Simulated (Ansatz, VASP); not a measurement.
Given: the input of a run of Ansatz 0.2.0 on Pb (Lead). 

File input.yaml:

```yaml
crystal:
  lattice:
    - [0.0, 2.47502, 2.47502]
    - [2.47502, 0.0, 2.47502]
    - [2.47502, 2.47502, 0.0]
  atoms:
    - { symbol: Pb, position: [0.0, 0.0, 0.0] }
kpoints:
  mp_grid: { grid: [9, 9, 9] }
scf:
  occupations: { method: gaussian, width: 0.05 }
hamiltonian:
  xc: rpbe
  pseudopotentials: { kind: all_electron, lapw: { basis_error: 0.001 } }
output:
  forces: true
  stress: true
  eigenvalues: true
```

Potentials or basis: all-electron LAPW, scalar-relativistic.

Launch:

```bash
$ ansatz run input.yaml --threads 1 --pin off --max-ram 3072MiB --backend cpu --events-out ev --progress --plain --runs-dir out
```

Problem. What does the same run look like in VASP 6.6.1? Potentials or basis there: PBE PAW files Pb_d, release 54, 520 eV.

Solution. As run (cutoffs and basis follow the program's own potentials, and thresholds, step limits or extra output files can differ):

Contents of INCAR:

```
  PREC = Accurate
  ENCUT = 520
  EDIFF = 1E-6
  ISMEAR = 0
  SIGMA = 0.05
  LREAL = False
  LASPH = True
  NELM = 80
  ALGO = Fast
  ISIF = 2
  LWAVE = False
  LCHARG = False
  GGA = RP
  NBANDS = 13
```

KPOINTS

```
Automatic mesh
0
Gamma
  9 9 9
```

Contents of POSCAR:

```
Pb
1.0
    0.0000000000      2.4750200000      2.4750200000
    2.4750200000      0.0000000000      2.4750200000
    2.4750200000      2.4750200000      0.0000000000
Pb
1
Cartesian
    0.0000000000      0.0000000000      0.0000000000
```

Potentials or basis: VASP PAW PBE potentials, release 54 (Pb_d).

Launch:

```sh
$ cat potpaw_PBE.54/Pb_d/POTCAR > POTCAR
$ mpirun -np 1 vasp_std > vasp.out
```

Both were run:

|  | Ansatz | VASP |
| --- | --- | --- |
| Pressure | 3.9 GPa | 3.9 GPa |

VASP's potentials were made for PBE.

Where Ansatz's input types no cutoff or centring, it takes its own default and a Γ-centred mesh.

Pressure is positive in compression.
